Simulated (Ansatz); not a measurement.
# GaP: a tetragonal deformation path

One table from this session's results is given with a row withheld; the runs are named, their logs left out.

Program: Ansatz 0.2.0. Level of theory: DFT r2SCAN, scalar-relativistic, plane waves, PAW. These are calculated values, not measurements.

1 further run of the same task is left out (set aside as unsound or not needed). Runs told in other sessions of the task aren't counted.

## The system as given

Symmetry: F-43m, No. 216, cubic system. The conventional cell has a = 5.451 Å, b = 5.451 Å, c = 5.451 Å, α = 90.00°, β = 90.00°, γ = 90.00°. Ga (site symmetry -43m) has 4 P at 2.36 Å in its first shell of neighbours. P (site symmetry -43m) has 4 Ga at 2.36 Å in its first shell of neighbours.

Structure file:

```xyz
2
Lattice="0.0000 2.7252 2.7252 2.7252 0.0000 2.7252 2.7252 2.7252 0.0000" Properties=species:S:1:pos:R:3 pbc="T T T"
Ga    0.0000    0.0000    0.0000
P     4.0879    4.0879    4.0879
```

It is the result of an earlier relaxation at this level (volume 20.24 Å³/atom; gap on the mesh: 1.89 eV).

The first run:

Contents of input.yaml:

```yaml
crystal:
  lattice:
    - [0.0, 2.72525, 2.72525]
    - [2.72525, 0.0, 2.72525]
    - [2.72525, 2.72525, 0.0]
  atoms:
    - { symbol: Ga, position: [0.0, 0.0, 0.0] }
    - { symbol: P, position: [0.75, 0.75, 0.75] }
basis:
  ecutwfc: 500
kpoints:
  mp_grid: { grid: [10, 10, 10] }
hamiltonian:
  xc: r2scan
scf:
  occupations: { method: gaussian, width: 0.05 }
output:
  forces: true
  stress: true
  eigenvalues: true
```

Run with:

```
> ansatz run input.yaml --threads 1 --pin off --max-ram 2560MiB --backend cpu --events-out ev --progress --plain --runs-dir out
```

Among the steps run: The undisturbed cell; At ρ = 0.707; ρ = 1.414; At ρ = 0.850; At ρ = 1.200; Point ρ = 0.780; Point ρ = 1.300; Point ρ = 0.920; At ρ = 1.100; ρ = 0.650; ρ = 1.500; Point ρ = 0.960; Point ρ = 1.050.

One of the session's tables, all rows but one given; the rest of the session is left out.

It belongs to the step «The scan collected». The scan, with free energies counted from the undisturbed cell:

| ρ | ΔE (meV/atom) | pressure (GPa) | gap on the mesh (eV) |
| --- | --- | --- | --- |
| 0.650 | 366.5 | -4.6 | 0.00 |
| 0.707 | 266.3 | -3.0 | 0.00 |
| 0.780 | 155.5 | -1.5 | 0.00 |
| 0.850 | 74.3 | -0.6 | 0.37 |
| 0.920 | 21.6 | -0.1 | 1.05 |
| 0.960 | 5.5 | 0.0 | 1.45 |
| 1.000 | 0.0 | 0.0 | 1.86 |
| 1.050 | 8.7 | 0.0 | 1.61 |
| 1.100 | ? | ? | ? |
| 1.200 | 139.4 | -0.4 | 0.83 |
| 1.300 | 309.3 | -0.6 | 0.00 |
| 1.414 | 552.2 | -0.7 | 0.00 |
| 1.500 | 720.9 | -1.1 | 0.00 |

Q: Estimate the row for ρ = 1.100 from the others.

Worked estimate for «ΔE (meV/atom)». A straight line through the neighbours (1.050, 8.7) and (1.200, 139.4) gives 8.7 + (139.4 − 8.7) × (1.100 − 1.050) / (1.200 − 1.050) = 52.3; a parabola fitted to 4 rows on both sides gives 35.8.

As computed: ΔE (meV/atom): 34.9; pressure (GPa): -0.1; gap on the mesh (eV): 1.37. In «ΔE (meV/atom)» the line misses by +17.4 and the parabola by +0.9.

Where the gap reads zero, the mesh chosen for the insulator is on the coarse side.
